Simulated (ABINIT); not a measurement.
Crystal: TiSe.

```xyz
4
Lattice="4.1784 0.0000 0.0000 0.0000 4.1784 0.0000 0.0000 0.0000 5.9844" Properties=species:S:1:pos:R:3 pbc="T T T"
Se    0.0000    2.0892    4.5515
Se    2.0892    0.0000    1.4329
Ti    0.0000    0.0000    0.0000
Ti    2.0892    2.0892    0.0000
```

The cell comes from a database or a generator and needn't be the stable form of this composition.

```yaml
Program: ABINIT 10.8.3 (patched build)
Task: relaxation of cell and atoms
Functional: LDA
Potentials_or_basis: JTH PAW LDA v2.0
Cutoff: 408 eV
k_mesh: 7 × 7 × 5
Occupations: fermi-dirac, width 0.05 eV
Spin: no spin polarisation
```

At the start: pressure -4.7 GPa; volume 26.12 Å³/atom.

Where does the relaxation end?

Over 16 steps the energy falls by 46.0 meV/atom and the volume is 21.51 Å³/atom (-17.6 %); space group P4/nmm (No. 129, to 0.05 Å).

Step by step:
| step | energy change (eV) | largest force (eV/Å) | pressure (GPa) | volume (Å³) |
| --- | --- | --- | --- | --- |
| 1 | 0.0000 | 0.5972 | -4.73 | 104.48 |
| 2 | -0.0457 | 0.3850 | -3.61 | 102.97 |
| 3 | -0.0971 | 0.2673 | 0.04 | 98.75 |
| 4 | -0.0985 | 0.2080 | -0.28 | 98.96 |
| 5 | -0.1016 | 0.1268 | -0.65 | 98.94 |
| 6 | -0.1097 | 0.0187 | -1.18 | 98.15 |
| 7 | -0.1225 | 0.1641 | -1.45 | 95.92 |
| 8 | -0.1360 | 0.2185 | -1.01 | 92.43 |
| 9 | -0.1424 | 0.1538 | -0.26 | 90.42 |
| 10 | -0.1468 | 0.0617 | 0.37 | 89.41 |
| 11 | -0.1530 | 0.0578 | 1.01 | 88.50 |
| 12 | -0.1625 | 0.1823 | 1.58 | 87.30 |
| 13 | -0.1735 | 0.2468 | 1.67 | 86.04 |
| 14 | -0.1805 | 0.1760 | 0.91 | 85.80 |
| 15 | -0.1831 | 0.0665 | 0.24 | 85.92 |
| 16 | -0.1838 | 0.0003 | -0.04 | 86.04 |

Final structure:
```xyz
4
Lattice="4.1015 0.0000 0.0000 0.0000 4.1015 0.0000 0.0000 0.0000 5.1148" Properties=species:S:1:pos:R:3 pbc="T T T"
Se    0.0000    2.0507    3.7123
Se    2.0507    0.0000    1.4025
Ti    0.0000    0.0000    0.0000
Ti    2.0507    2.0507    0.0000
```

Caveat: the volume moved by over 15 % at a fixed basis, so the end points are rough.
